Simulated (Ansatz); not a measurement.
# SrTiO3: the cost of one run

Computed with Ansatz 0.2.0 (DFT PBEsol, scalar-relativistic, plane waves, PAW, unless a step's input says otherwise).

2 further runs of the same task are left out: 2 set aside as unsound or not needed. Runs told in other sessions of the task aren't counted.

## 1. Starting point

The structure is cubic, space group Pm-3m (No. 221). Conventional cell: a = 3.891 Å, b = 3.891 Å, c = 3.891 Å, α = 90.00°, β = 90.00°, γ = 90.00°. Sr (site symmetry m-3m) has 12 O at 2.75 Å in its first shell of neighbours. Ti (site symmetry m-3m) is surrounded by 6 O at 1.95 Å. Around O (site symmetry 4/mmm) lie 2 Ti at 1.95 Å and 4 Sr at 2.75 Å.

As a file:

```
CELL_PARAMETERS angstrom
-3.89112 0.00000 -3.89112
0.00000 -3.89112 -3.89112
-3.89112 -3.89112 0.00000
ATOMIC_POSITIONS crystal
Sr 0.00000 0.00000 0.00000
Sr 0.50000 0.50000 0.50000
Ti 0.25000 0.25000 0.25000
Ti 0.75000 0.75000 0.75000
O 0.50000 0.00000 0.50000
O 0.00000 0.50000 0.00000
O 0.50000 0.00000 0.00000
O 0.00000 0.50000 0.50000
O 0.50000 0.50000 0.00000
O 0.00000 0.00000 0.50000
```

It is built from the cell relaxed beforehand with the same method (11.78 Å³/atom).

## 2. The reference cell

The cell is repeated 2 times, 10 atoms in all. The reference gives a free energy of -15314.4860 eV, pressure 0.00 GPa, largest force 0.000 eV/Å and gap on the mesh 1.85 eV. It was computed beforehand with the settings of the runs below.

## 3. The scan: freezing in a mode

Mode 1 of the phonon run on this cell, counted from the lowest, is frozen in: each atom moves by x times its row below, so x is the largest displacement.

```
atom      ux      uy      uz
 Sr1   0.000   0.000   0.000
 Sr2   0.000   0.000   0.000
 Ti3   0.000   0.000   0.000
 Ti4   0.000   0.000   0.000
  O5   0.000   0.000   0.707
  O6   0.000   0.000  -0.707
  O7   0.000   0.000  -0.707
  O8   0.000   0.000   0.707
  O9  -0.707  -0.707   0.000
 O10   0.707   0.707   0.000
```

## 4. Point x = -0.260 Å

Input file input.yaml:

```yaml
crystal:
  lattice:
    - [-3.8911201354, 0.0, -3.8911201354]
    - [0.0, -3.8911201354, -3.8911201354]
    - [-3.8911201354, -3.8911201354, 0.0]
  atoms:
    - { symbol: Sr, position: [0.0, 0.0, 0.0] }
    - { symbol: Sr, position: [0.5, 0.5, 0.5] }
    - { symbol: Ti, position: [0.25, 0.25, 0.25] }
    - { symbol: Ti, position: [0.75, 0.75, 0.75] }
    - { symbol: O, position: [0.5236240153, 0.0236240153, 0.4763759847] }
    - { symbol: O, position: [-0.0236240153, 0.4763759847, 0.0236240153] }
    - { symbol: O, position: [0.4763759847, -0.0236240153, 0.0236240153] }
    - { symbol: O, position: [0.0236240153, 0.5236240153, 0.4763759847] }
    - { symbol: O, position: [0.5, 0.5, -0.0472480306] }
    - { symbol: O, position: [1.0, 1.0, 0.5472480306] }
basis:
  ecutwfc: 420
kpoints:
  mp_grid: { grid: [6, 6, 6] }
hamiltonian:
  xc: pbesol
scf:
  occupations: { method: gaussian, width: 0.05 }
output:
  forces: true
  stress: true
  eigenvalues: true
```

Command:

```bash
ansatz run input.yaml --threads 2 --pin off --max-ram 5120MiB --backend cpu --events-out ev --progress --plain --runs-dir out
```

Q: Estimate wall time and peak memory on 2 threads of Arm Neoverse V1, shared host.

About 10 s, with a peak of 0.53 GiB.
